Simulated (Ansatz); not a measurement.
W2C under changes of volume

One of the cells (12.729 Å³/atom); the others are scaled copies at fixed shape and fractional positions:

```
CELL_PARAMETERS angstrom
3.07005 0.00000 0.00000
-1.53502 2.65874 0.00000
0.00000 0.00000 4.67843
ATOMIC_POSITIONS crystal
W 0.66667 0.33333 0.25367
W 0.33333 0.66667 0.74633
C 0.00000 0.00000 0.00000
```

The cell comes from a database or a generator and needn't be the stable form of this composition.

```yaml
Program: Ansatz 0.2.0
Functional: PBE
Potentials_or_basis: Ansatz PAW
Cutoff: "420 eV (not typed: the program's choice for these potentials)"
k_mesh: 10 × 10 × 6
Occupations: fermi-dirac, width 0.05 eV
Spin: no spin polarisation
```

```csv
volume (Å³/atom),energy over the lowest point (meV/atom),pressure (GPa),largest force (eV/Å)
11.965,?,?,?
12.220,16.62,12.8,0.374
12.475,2.52,5.1,0.180
12.729,0.00,-1.8,0.001
12.984,7.92,-8.0,0.164
13.238,25.20,-13.6,0.316
13.493,50.90,-18.6,0.457
```

Task: What does the run at 11.965 Å³/atom give?

Result: Energy over the lowest point 43.67 meV/atom; pressure 21.4 GPa; largest force 0.584 eV/Å.

Worked out: A Birch-Murnaghan fit of order 3 (a polynomial in V^(-2/3)) to the other rows has its minimum at 12.66 Å³/atom with B0 = V·E''(V) = 336 GPa and B' = 4.3 at fixed shape and positions, which overstates the stiffness. It gives 43.71 meV/atom at 11.965 Å³/atom, against the run's 43.67, and -dE/dV = 21.4 GPa, against 21.4.

Energies are extrapolated to zero smearing.
